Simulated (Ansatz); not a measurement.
Geometry optimisation, DFT PBE-D3(BJ), scalar-relativistic, plane waves, PAW (Ansatz).

Input file:

```yaml
crystal:
  lattice:
    - [5.4, 0.0, 0.0]
    - [-4.05, 7.014806, 0.0]
    - [0.0, 0.0, 4.2768]
  atoms:
    - { symbol: Ru, position: [0.0, 0.0, 0.0] }
    - { symbol: Ru, position: [0.1666667, 0.2222222, 0.5] }
    - { symbol: Ru, position: [0.0, 0.3333333, 0.0] }
    - { symbol: Ru, position: [0.1666667, 0.5555556, 0.5] }
    - { symbol: Ru, position: [0.0, 0.6666667, 0.0] }
    - { symbol: Ru, position: [0.1666667, 0.8888889, 0.5] }
    - { symbol: Ru, position: [0.5, 0.0, 0.0] }
    - { symbol: Ru, position: [0.6666667, 0.2222222, 0.5] }
    - { symbol: Ru, position: [0.5, 0.3333333, 0.0] }
    - { symbol: Ru, position: [0.6666667, 0.5555556, 0.5] }
    - { symbol: Ru, position: [0.5, 0.6666667, 0.0] }
    - { symbol: Ru, position: [0.6666667, 0.8888889, 0.5] }
    - { symbol: H, position: [0.668587, 0.5529624, 0.9003243] }
basis:
  ecutwfc: 420.0
kpoints:
  mp_grid: { grid: [2, 2, 3] }
hamiltonian:
  xc: pbe
  dispersion: d3bj
scf:
  occupations: { method: fermi_dirac, width: 0.1 }
  lower_state_search: "off"
relax:
  f_tol: 0.08
  max_steps: 25
  adjacent_minimum: "off"
```

Launched with:

```bash
$ ansatz run input.yaml --threads 2 --pin off --max-ram 5120MiB --backend cpu --events-out ev --progress --plain --runs-dir out
```

Problem. Where does it end, and by what steps?

Solution. It converged. The threshold is loose, so the end isn't yet a minimum. Limits of this set-up: coarse k mesh, odd electron count without spin, a small cell, in which the defect meets its images, a typed lattice constant that wasn't relaxed here. After 3 steps the energy has fallen by 0.489 eV; Ru5 moved furthest, 0.10 Å.

```json
{"step": "0", "energy less start (eV)": "0.0000", "largest force component (eV/Å)": "2.862", "accepted": "yes"}
{"step": "1", "energy less start (eV)": "-0.4561", "largest force component (eV/Å)": "0.325", "accepted": "yes"}
{"step": "2", "energy less start (eV)": "-0.4839", "largest force component (eV/Å)": "0.170", "accepted": "yes"}
{"step": "3", "energy less start (eV)": "-0.4890", "largest force component (eV/Å)": "0.072", "accepted": "yes"}
```

```xyz
13
Lattice="5.4000 0.0000 0.0000 -4.0500 7.0148 0.0000 0.0000 0.0000 4.2768" Properties=species:S:1:pos:R:3
Ru -0.010 -0.009 0.003
Ru -0.028 1.541 2.151
Ru -1.351 2.341 0.002
Ru -1.351 3.877 2.148
Ru -2.623 4.736 0.038
Ru -2.696 6.258 2.157
Ru 2.720 0.014 0.003
Ru 2.720 1.551 2.150
Ru 1.345 2.241 0.030
Ru 1.345 3.881 2.046
Ru -0.061 4.729 0.027
Ru -0.006 6.237 2.155
H 1.369 3.895 3.771
```

Whether the end is a true minimum wasn't checked by a vibrational analysis.

The run took 13 s on 2 threads of AMD EPYC 7R13 Processor (Zen 3), on a shared host, peak memory 0.57 GiB.
